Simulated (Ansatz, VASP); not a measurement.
Two plane-wave programs on Ga

File INCAR:

```
PREC = Accurate
ENCUT = 520
EDIFF = 1E-7
ISMEAR = -1
SIGMA = 0.1
LREAL = False
LASPH = True
NELM = 80
ALGO = Normal
ISIF = 2
LWAVE = False
LCHARG = True
LELF = True
LVHAR = True
NBANDS = 34
```

Contents of KPOINTS:

```
regular mesh
0
Gamma
  7 7 6
```

The input POSCAR:

```
Ga
1.0
    2.2178908173     -3.7419137528      0.0000000000
    2.2178908173      3.7419137528      0.0000000000
    0.0000000000      0.0000000000      4.4249628129
Ga
4
Direct
    0.8443628362      0.1556371638      0.0859373133
    0.6556371638      0.3443628362      0.5859373133
    0.1556371638      0.8443628362      0.9140626867
    0.3443628362      0.6556371638      0.4140626867
```

Input for Ansatz:

```yaml
crystal:
  lattice:
    - [2.2178908173, -3.7419137528, 0.0]
    - [2.2178908173, 3.7419137528, 0.0]
    - [0.0, 0.0, 4.4249628129]
  atoms:
    - { symbol: Ga, position: [0.8443628362, 0.1556371638, 0.0859373133] }
    - { symbol: Ga, position: [0.6556371638, 0.3443628362, 0.5859373133] }
    - { symbol: Ga, position: [0.1556371638, 0.8443628362, 0.9140626867] }
    - { symbol: Ga, position: [0.3443628362, 0.6556371638, 0.4140626867] }
hamiltonian:
  xc: lda
  pseudopotentials:
    kind: paw
    azcp:
      Ga: "pseudopotentials/Ga.paw.azcp"
basis:
  ecutwfc: 420
  fft_grid_basis: typed
kpoints:
  mp_grid: { grid: [7, 7, 6], shift: [0, 0, 0] }
magnetization:
  spin_polarized: false
scf:
  occupations: { method: fermi_dirac, width: 0.1 }
  lower_state_search: "off"
output:
  stress: true
```

Alike in both runs: task single point; functional LDA; k mesh 7 × 7 × 6; occupations fermi-dirac, width 0.1 eV; no spin polarisation.

|  | VASP | Ansatz |
| --- | --- | --- |
| version | VASP 6.6.1 | Ansatz 0.2.0 |
| potentials or method | VASP PAW LDA potentials, release 64 (Ga_d) | plane waves (420 eV) with PAW, scalar-relativistic |
| plane-wave cutoff (eV) | 520 | 420 |
| valence electrons in the cell | 52 | 52 |

|  | VASP | Ansatz | Ansatz less VASP |
| --- | --- | --- | --- |
| pressure (GPa) | 0.2 | 0.0 | -0.20 |
| largest component of the traceless stress (GPa) | 0.63 | 0.60 | -0.032 |

Ansatz warned: «pseudo_functional_mismatch».
